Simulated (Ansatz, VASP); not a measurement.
## One calculation of CdTe, two programs

```xyz
2
Lattice="0.0000 3.2404 3.2404 3.2404 0.0000 3.2404 3.2404 3.2404 0.0000" Properties=species:S:1:pos:R:3 pbc="T T T"
Cd    0.0000    0.0000    0.0000
Te    1.6202    1.6202    1.6202
```

Change from the starting cell: volume scaled by 0.94, PAW files.

Alike in both runs: task single point; functional PBE; k mesh 11 × 11 × 11; occupations fermi-dirac, width 0.08 eV; no spin polarisation.

```csv
,VASP,Ansatz
version,VASP 6.6.1,Ansatz 0.2.0
potentials or method,"VASP PAW PBE potentials, release 64 (Cd, Te)","PAW with Ansatz's default frozen-core files, scalar-relativistic"
plane-wave cutoff (eV),520,420
valence electrons in the cell,18,36
```

```csv
,VASP,Ansatz,Ansatz less VASP
pressure (GPa),2.7,2.6,-0.14
```

The functional is the same, so the differences come from potentials, cutoffs and numerics. The two sets of potentials don't hold the same shells in valence.
